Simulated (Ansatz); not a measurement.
# BAs: the cost of one run

Method: DFT PBEsol, scalar-relativistic, plane waves, PAW, in Ansatz 0.2.0.

2 further runs of the same task are left out: 2 set aside as unsound or not needed.

### 1 The system as given

It takes space group F-43m (No. 216, cubic). Conventional cell: a = 4.768 Å, b = 4.768 Å, c = 4.768 Å, α = 90.00°, β = 90.00°, γ = 90.00°. Around B (site symmetry -43m) lie 4 As at 2.06 Å. As (site symmetry -43m) has 4 B at 2.06 Å as nearest neighbours.

As a file:

```xyz
2
Lattice="0.0000 2.3839 2.3839 2.3839 0.0000 2.3839 2.3839 2.3839 0.0000" Properties=species:S:1:pos:R:3 pbc="T T T"
B     0.0000    0.0000    0.0000
As    3.5759    3.5759    3.5759
```

This cell was relaxed beforehand with the same method: volume 13.55 Å³/atom, gap on the mesh 1.08 eV.

### 2 The cell under 9 GPa

What is minimised here is the enthalpy; the energy can go up as the cell is squeezed.

The input, input.yaml:

```yaml
crystal:
  lattice:
    - [0.0, 2.3839378985, 2.3839378985]
    - [2.3839378985, 0.0, 2.3839378985]
    - [2.3839378985, 2.3839378985, 0.0]
  atoms:
    - { symbol: B, position: [0.0, 0.0, 0.0] }
    - { symbol: As, position: [0.75, 0.75, 0.75] }
basis:
  ecutwfc: 420
kpoints:
  mp_grid: { grid: [10, 10, 10] }
hamiltonian:
  xc: pbesol
scf:
  occupations: { method: fixed }
output:
  forces: true
  stress: true
  eigenvalues: true
relax:
  adjacent_minimum: "off"
  f_tol: 0.001
  max_steps: 60
  cell: { stress_tol: 0.02, p_target: 9.0 }
```

Launch:

```console
ansatz run input.yaml --threads 1 --pin off --max-ram 3072MiB --backend cpu --events-out ev --progress --plain --runs-dir out
```

**Question.** How long does this run take on 1 thread of Arm Neoverse V1, shared host, and how much memory does it need?

About 14 s, with a peak of 0.3 GiB.
